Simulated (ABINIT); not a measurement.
The system is Ag.

```
Ag
1.0
     0.00000    2.04275    2.04275
     2.04275    0.00000    2.04275
     2.04275    2.04275    0.00000
Ag
1
Direct
  0.00000 0.00000 0.00000
```

Base run:

| Item | Value |
| --- | --- |
| Program | ABINIT 10.8.3 (patched build) |
| Functional | BP86 |
| Potentials or basis | JTH PAW PBE v2.0 |
| Cutoff | 463 eV |
| k mesh | 11 × 11 × 11 |
| Occupations | fermi-dirac, width 0.05 eV |
| Spin | spin-orbit coupling, no magnetisation |

Its results: band gap on the k mesh none (metal or under the smearing width); pressure 4.5 GPa.

Task: After a change of settings the same cell gave: band gap on the k mesh none (metal or under the smearing width); pressure 6.6 GPa. Which change was it?
A. spin from spin-orbit coupling, no magnetisation to no spin polarisation
B. functional from BP86 to OLYP
C. functional from BP86 to WC; spin from spin-orbit coupling, no magnetisation to no spin polarisation
D. functional from BP86 to LDA-PZ; potentials or basis from JTH PAW PBE v2.0 to JTH PAW LDA v2.0

Result: B.

Caveats: the PAW data sets were made with another functional, which shifts forces and pressure a little.
